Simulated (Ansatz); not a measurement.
Co:

```
CELL_PARAMETERS angstrom
2.47200 0.00000 0.00000
-1.23600 2.14081 0.00000
0.00000 0.00000 4.02114
ATOMIC_POSITIONS crystal
Co 0.66667 0.33333 0.75000
Co 0.33333 0.66667 0.25000
```

```yaml
Program: Ansatz 0.2.0
Task: relaxation of cell and atoms
Functional: HF
Potentials_or_basis: Ansatz PAW
Cutoff: "420 eV (not typed: the program's choice for these potentials)"
k_mesh: 6 × 6 × 4
Occupations: fermi-dirac, width 0.05 eV
Spin: collinear spin, ferromagnetic start
Starting_moments: "[2.0, 2.0] μB"
```

At the start: volume 10.64 Å³/atom.

**Question.** How do energy, volume and symmetry change on relaxing?

**Answer.** It ends after 18 steps and the volume is 15.01 Å³/atom (+41.1 %); space group P6_3/mmc (No. 194, to 0.05 Å); moment 4.64 μB per cell.

Step by step:
| step | energy change (eV) | largest force (eV/Å) | volume (Å³) |
| --- | --- | --- | --- |
| 1 | 0.0000 | 0.0000 | 21.28 |
| 2 | -0.6748 | 0.0000 | 23.11 |
| 3 | -1.4119 | 0.0000 | 25.23 |
| 4 | -1.6409 | 0.0000 | 27.18 |
| 5 | -1.6671 | 0.0000 | 28.72 |
| 6 | -1.6697 | 0.0000 | 28.60 |
| 7 | -1.6690 | 0.0000 | 28.65 |
| 8 | -1.6691 | 0.0000 | 28.64 |
| 9 | -1.8402 | 0.0000 | 28.64 |
| 10 | -1.8597 | 0.0000 | 29.05 |
| 11 | -1.8618 | 0.0000 | 29.91 |
| 12 | -1.8563 | 0.0000 | 30.25 |
| 13 | -1.8568 | 0.0000 | 30.22 |
| 14 | -1.8868 | 0.0000 | 30.22 |
| 15 | -1.8917 | 0.0000 | 30.00 |
| 16 | -1.8865 | 0.0000 | 30.00 |
| 17 | -1.8862 | 0.0000 | 30.02 |
| 18 | -1.8865 | 0.0000 | 30.02 |

Final structure:
```
Co
1.0
     2.65048    0.00000    0.00000
    -1.32524    2.29539    0.00000
     0.00000    0.00000    4.93431
Co
2
Direct
  0.66667 0.33333 0.75000
  0.33333 0.66667 0.25000
```

Caveat: the k mesh is coarse (spacing up to 0.49 Å⁻¹), so the values aren't converged, least of all with exact exchange; the magnetic or orbital state may not be the lowest; the volume moved by over 15 % at a fixed basis, so the end points are rough; the plane-wave basis is chosen anew once the cell has moved, so the energies of steps on either side of that aren't comparable; the pressure holds a Pulay correction of +3.2 GPa for the finite cutoff; the PAW data sets come from PBE, with cores solved anew for the run's functional, which leaves a small shift of forces and pressure.
